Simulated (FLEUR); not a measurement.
Crystal: Ba.

```
CELL_PARAMETERS angstrom
-2.50650 2.50650 2.50650
2.50650 -2.50650 2.50650
2.50650 2.50650 -2.50650
ATOMIC_POSITIONS crystal
Ba 0.00000 0.00000 0.00000
```

| Property | Result |
| --- | --- |
| Program | FLEUR MaX-R8.1 (later development tree) |
| Task | single point |
| Functional | PBE |
| Potentials or basis | all-electron |
| Basis | FLAPW |
| Kmax | 4.1 1/bohr |
| k mesh | 8 × 8 × 8 |
| Occupations | fermi-dirac, width 0.05 eV |
| Spin | no spin polarisation |
| Gmax | 12.7 1/bohr |
| Muffin-tin radii | Ba 2.66 bohr |
| lmax | Ba 11 |
| Local orbitals a species | Ba 6 |
| Max iterations | 60 |
| Mixing factor | 0.05 |
| Mixer | Anderson |
| Mixer history | 15 |
| Density convergence | 1e-05 me/bohr^3 |

On this cell: band gap on the k mesh none (metal or under the smearing width).

The same run follows on a disturbed copy (cell strained at random at fixed volume):

```
CELL_PARAMETERS angstrom
-2.47176 2.47765 2.44851
2.56531 -2.52802 2.59244
2.45066 2.50692 -2.49889
ATOMIC_POSITIONS crystal
Ba 0.99892 0.00475 0.98853
```

Task: What changes?

Result: The energy (extrapolated to zero smearing) moves by +4.1 meV/atom; band gap on the k mesh none (metal or under the smearing width).
